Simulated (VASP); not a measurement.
Wanted: the native input for a VASP 6.6.1 run.

```
Task                   : relaxation of cell and atoms
Functional             : LDA
Potentials or basis    : VASP PAW LDA potentials, release 64 (Al, N)
Cutoff                 : 600 eV
k mesh                 : 12 × 12 × 12
Occupations            : gaussian, width 0.03 eV
Spin                   : no spin polarisation
Further INCAR settings : ALGO = Normal; EDIFF = 1e-06; IBRION = 2; EDIFFG = -0.01; NSW = 90; ISIF = 3
```

The structure of AlN lies in POSCAR:

```
AlN
1.0
    0.0000000000      2.0345180000      2.0345180000
    2.0345180000      0.0000000000      2.0345180000
    2.0345180000      2.0345180000      0.0000000000
Al N
1 1
Direct
    0.5000000000      0.5000000000      0.5000000000
    0.0000000000      0.0000000000      0.0000000000
```

Measurements of this composition are mostly on another form, of space group No. 186.

These files were run (other wordings do the same):

INCAR

```
PREC = Accurate
ENCUT = 600
EDIFF = 1E-6
ISMEAR = 0
SIGMA = 0.03
LREAL = False
LASPH = True
NELM = 80
ALGO = Normal
ISIF = 3
LWAVE = False
LCHARG = False
IBRION = 2
NSW = 90
EDIFFG = -0.01
```

KPOINTS

```
regular mesh
0
Gamma
  12 12 12
```

Potentials or basis: VASP PAW LDA potentials, release 64 (Al, N).

The run is started by

```bash
$ cat potpaw_LDA.64/Al/POTCAR potpaw_LDA.64/N/POTCAR > POTCAR
$ mpirun -np 1 vasp_std > vasp.out
```

It gave:

The relaxed volume is 8.08 Å³/atom and the relaxed cell is a = 2.838 Å, b = 2.838 Å, c = 2.838 Å, α = 60.00°, β = 60.00°, γ = 60.00°. The space group after relaxing (to 0.05 Å) is Fm-3m (No. 225) and the energy gained by relaxing is 11.6 meV/atom. The ionic steps are 3. The pressure after relaxing is -0.1 GPa and the band gap on the k mesh is 4.67 eV, indirect (least direct gap 6.09 eV).

Run time: 5.9 s on 1 thread of Intel(R) Xeon(R) 6975P-C (Granite Rapids), on a shared host, peak memory 0.13 GiB.
